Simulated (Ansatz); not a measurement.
# AlN: strain energy, fitted

AlN, F-43m, a = 4.403 Å. This isn't the usual stable structure of the compound. Ansatz: PBE, PAW, 420 eV, Γ-centred 8×8×6 mesh on 4 atoms, Gaussian smearing 0.02 eV; no spin polarisation. Series: uniaxial strain along c, with a, b and atoms relaxed; x is the strain in per cent. The axes a, b, c are those of the computed cell (3.114, 3.114, 4.403 Å), along [1 1 0], [-1 1 0], [0 0 1] of the cell named above. y is the free energy over the unstrained cell, V0 = 10.671 Å³/atom.

```tsv
x (%)	y (meV/atom)
-4.5	?
-3.0	5.01
-1.5	1.28
0.0	0.00
1.5	1.38
3.0	5.66
4.5	13.06
```

Q: Fit y = c2 x² + c3 x³ to the other rows, turn c2 into a modulus, and predict the missing energy.

A: Least squares on the rows shown. y = 0.5921 x² + 0.01179 x³. In eV per unit strain² c2 is 5.921; this is Young's modulus along the axis (E = ½ Y V0 ε²): 2 × 5.921 × 160.2 / (10.671) = 178 GPa. At x = -4.5 the fit asked for gives 10.92 meV/atom. The run gave 10.90 meV/atom, so the fit is 0.02 meV/atom too high, a small miss on the scale of the series.